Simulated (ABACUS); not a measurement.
Bi: relaxation of cell and atoms with r2SCAN

The system is Bi.

```
CELL_PARAMETERS angstrom
-1.98143 1.98143 1.98143
1.98143 -1.98143 1.98143
1.98143 1.98143 -1.98143
ATOMIC_POSITIONS crystal
Bi 0.00000 0.00000 0.00000
```

This isn't the form of Bi at room conditions, which is rhombohedral.

```json
{
  "Program": "ABACUS 3.10.1",
  "Task": "relaxation of cell and atoms",
  "Functional": "r2SCAN",
  "Potentials or basis": "SG15 ONCV 1.2 PBE",
  "Cutoff": "1361 eV",
  "Density cutoff": "5442 eV",
  "Basis": "DZP LCAO (the cutoffs set its grid)",
  "k mesh": "7 × 7 × 7",
  "Occupations": "fermi-dirac, width 0.05 eV",
  "Spin": "no spin polarisation",
  "Orbital files": "Bi Bi_confined-atom_8au_2s2p2d.orb",
  "Optimiser": "ASE BFGS",
  "Force threshold": "0.03 eV/Å",
  "Max steps": "60",
  "Cell moves": "yes",
  "Radial cutoff of the potentials (pseudo_rcut)": "10 bohr",
  "SCF threshold on the density": "1e-07",
  "Max SCF steps": "100",
  "Eigensolver": "genelpa",
  "Mixing": "broyden",
  "Mixing share": "0.7",
  "Symmetry key": "1",
  "Bands": "12"
}
```

```json
{"Relaxed volume": "31.67 Å³/atom", "Relaxed cell": "a = 3.452 Å, b = 3.452 Å, c = 3.452 Å, α = 109.47°, β = 109.47°, γ = 109.47°", "Space group after relaxing (to 0.05 Å)": "Im-3m (No. 229)", "Energy gained by relaxing": "1.8 meV/atom", "Ionic steps": "3", "Pressure after relaxing": "0.0 GPa", "Band gap on the k mesh": "none (metal or under the smearing width)"}
```

Step by step:
```csv
step,energy change (eV),largest force (eV/Å),pressure (GPa),volume (Å³)
1,0.0000,0.0000,1.07,31.12
2,-0.0014,0.0000,0.52,31.40
3,-0.0018,0.0000,0.01,31.67
```

Final structure:
```cif
data_structure
_symmetry_space_group_name_H-M 'P 1'
_symmetry_Int_Tables_number 1
_cell_length_a 3.4521
_cell_length_b 3.4521
_cell_length_c 3.4521
_cell_angle_alpha 109.471
_cell_angle_beta 109.471
_cell_angle_gamma 109.471
_cell_volume 31.67
loop_
_atom_site_label
_atom_site_type_symbol
_atom_site_fract_x
_atom_site_fract_y
_atom_site_fract_z
_atom_site_occupancy
Bi1 Bi 0.00000 0.00000 0.00000 1
```

Levels at points of the mesh, in eV from the Fermi level:
```
           k point  band 5  band 6  band 7  band 8  band 9  band 10
(0.00, 0.00, 0.00)  -22.56  -14.14    5.01    5.01    5.01     9.52
```

It took 20 s on 4 MPI ranks on Intel(R) Xeon(R) 6975P-C (Granite Rapids), on a shared host, peak memory 0.4 GiB a rank.

Caveat: the atomic orbitals were generated for these runs and aren't a published set; the potentials were made for another functional, which shifts forces and pressure; spin-orbit coupling is left out, which moves the levels of the heavy elements; the basis of atomic orbitals isn't converged, which shifts pressures, moduli and gaps.
